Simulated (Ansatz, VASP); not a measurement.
## One calculation of MgO, two programs

```
Mg O
1.0
     3.24058    0.00000    0.00000
    -1.62029    2.80642    0.00000
     0.00000    0.00000    5.19172
Mg O
2 2
Direct
  0.33333 0.66667 0.50000
  0.66667 0.33333 0.00000
  0.66667 0.33333 0.37901
  0.33333 0.66667 0.87901
```

The cell was built by a generator and needn't be a form met in nature.

Alike in both runs: task single point; functional PBEsol; k mesh 6 × 6 × 4; occupations gaussian, width 0.1 eV; no spin polarisation.

|  | VASP | Ansatz |
| --- | --- | --- |
| version | VASP 6.6.1 | Ansatz 0.2.0 |
| potentials or method | VASP PAW PBE potentials, release 64 (Mg, O) | scalar-relativistic, plane waves, PAW |
| plane-wave cutoff (eV) | 520 | 420 |
| valence electrons in the cell | 16 | 32 |

Ansatz gave:

```
gap on the k mesh at the Fermi level (eV)       : 3.60
least direct gap on the mesh (eV)               : 3.60
pressure (GPa)                                  : 1.3
largest component of the traceless stress (GPa) : 0.97
rms of the force components (eV/Å)              : 0.096
```

Question: Estimate VASP's values.

Answer: gap on the k mesh at the Fermi level (eV): 3.60; least direct gap on the mesh (eV): 3.60; pressure (GPa): 1.1; largest component of the traceless stress (GPa): 0.97; rms of the force components (eV/Å): 0.097.

Atom by atom the forces differ by 0.001 eV/Å (rms over components). The functional is the same, so the differences come from potentials, cutoffs and numerics. The two sets of potentials don't hold the same shells in valence.

Caveats: the PAW data sets were made with another functional, which shifts forces and pressure a little (VASP).
